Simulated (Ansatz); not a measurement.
Inside the gap of an insulator the Bloch states are evanescent, with a wavenumber k + iκ along the transport direction.

Consider the following.

```
BeO
1.0
    2.74817     0.00000     0.00000
   -1.37408     2.37998     0.00000
    0.00000     0.00000     4.37602
Be O
2 2
Direct
  0.33333   0.66667   0.00016
  0.66667   0.33333   0.50016
  0.33333   0.66667   0.37734
  0.66667   0.33333   0.87734
```

Space group of this cell: P6_3mc, wurtzite. The cell is strained (lengths across the current scaled by 1.02, ions clamped); by r2SCAN its mean pressure is -9.0 GPa.

Transport runs along the normal of the first two printed cell vectors, the (001) (indices of the unstrained crystal) plane of the conventional cell.

No gap correction and no spin-orbit coupling; mid-gap values are interpolated between computed energies.

Compute, with r2SCAN run with Ansatz (a quantum-chemistry and plane-wave program), the band gap and the smallest decay constant κ at mid-gap.

Gap 8.05 eV on a 12×12×8 mesh; κ = 0.487 1/Å, at the zone centre.
